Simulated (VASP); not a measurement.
# WS2: single point with PBE

The system is WS2.

```xyz
3
Lattice="1.5790 0.9116 6.1633 -1.5790 0.9116 6.1633 0.0000 -1.8233 6.1633" Properties=species:S:1:pos:R:3 pbc="T T T"
W     0.0000    0.0000    0.0000
S     0.0000    0.0000   10.7427
S     0.0000    0.0000   13.8730
```

Measurements of this composition are mostly on another form, of space group No. 194.

```json
{"Program": "VASP 6.6.1", "Task": "single point", "Functional": "PBE", "Potentials or basis": "VASP PAW PBE potentials, release 54 (W_sv, S)", "Cutoff": "520 eV", "k mesh": "10 × 10 × 10", "Occupations": "gaussian, width 0.02 eV", "Spin": "no spin polarisation", "Further INCAR settings": "ALGO = Normal; EDIFF = 1e-06; NBANDS = 20"}
```

The pressure is 4.5 GPa and the largest force is 0.611 eV/Å. The band gap on the k mesh is 1.08 eV, indirect (least direct gap 2.24 eV).

Forces in eV/Å, atoms in the order of the input:
```
W    0.000  0.000 -0.611
S    0.000  0.000  0.099
S    0.000  0.000  0.511
```

Stress tensor (GPa, compression positive):
```
4.37 0.00 0.00
0.00 4.37 0.00
0.00 0.00 4.89
```

Levels at points of the mesh, in eV from the valence-band top:
| k point | band 11 | band 12 | band 13 | band 14 | band 15 | band 16 |
| --- | --- | --- | --- | --- | --- | --- |
| (0.00, 0.00, 0.00) | -2.29 | -1.58 | -1.19 | 2.19 | 2.19 | 2.54 |
| (0.50, 0.00, 0.00) | -2.59 | -1.82 | -1.72 | 2.32 | 2.62 | 3.65 |
| (0.50, 0.50, 0.00) | -3.19 | -2.02 | -1.55 | 2.27 | 2.73 | 3.24 |
| (0.50, 0.50, 0.50) | -2.26 | -2.26 | 0.00 | 2.30 | 2.30 | 2.38 |

Wall time 11 min on 1 thread of AMD EPYC 7R43 64-Core Processor (Zen 3), on a shared host, peak memory 0.33 GiB.

Caveat: spin-orbit coupling is left out, which moves the levels of the heavy elements. A k mesh can miss the band edges.
